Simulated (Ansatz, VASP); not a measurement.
# Ag in VASP and in Ansatz

```
CELL_PARAMETERS angstrom
0.00000 2.08396 2.04310
2.08396 0.00000 2.04310
2.08396 2.08396 0.00000
ATOMIC_POSITIONS crystal
Ag 0.00000 0.00000 0.00000
```

Change from the starting cell: equal xx and yy strain of +2 %, PAW files.

Alike in both runs: task electric field gradients; functional PBEsol; k mesh 15 × 15 × 15; occupations fermi-dirac, width 0.03 eV; no spin polarisation.

|  | VASP | Ansatz |
| --- | --- | --- |
| version | VASP 6.6.1 | Ansatz 0.2.0 |
| potentials or method | VASP PAW PBE potentials, release 64 (Ag) | PAW with Ansatz's default frozen-core files, scalar-relativistic |
| plane-wave cutoff (eV) | 520 | 420 |
| valence electrons in the cell | 11 | 19 |

Ansatz gave:

```
pressure (GPa)                                                 : -6.4
largest component of the traceless stress (GPa)                : 0.13
Vzz of the field gradient on the site that differs most (V/Å²) : 3.0
```

Q: Which values does VASP return?

A: Pressure (GPa): -6.5; largest component of the traceless stress (GPa): 0.12; Vzz of the field gradient on the site that differs most (V/Å²): 2.2.

The functional is the same, so the differences come from potentials, cutoffs and numerics. The two sets of potentials don't hold the same shells in valence. Ansatz warned: «gradients_without_spin_orbit».

Caveats: the PAW data sets were made with another functional, which shifts forces and pressure a little (VASP).
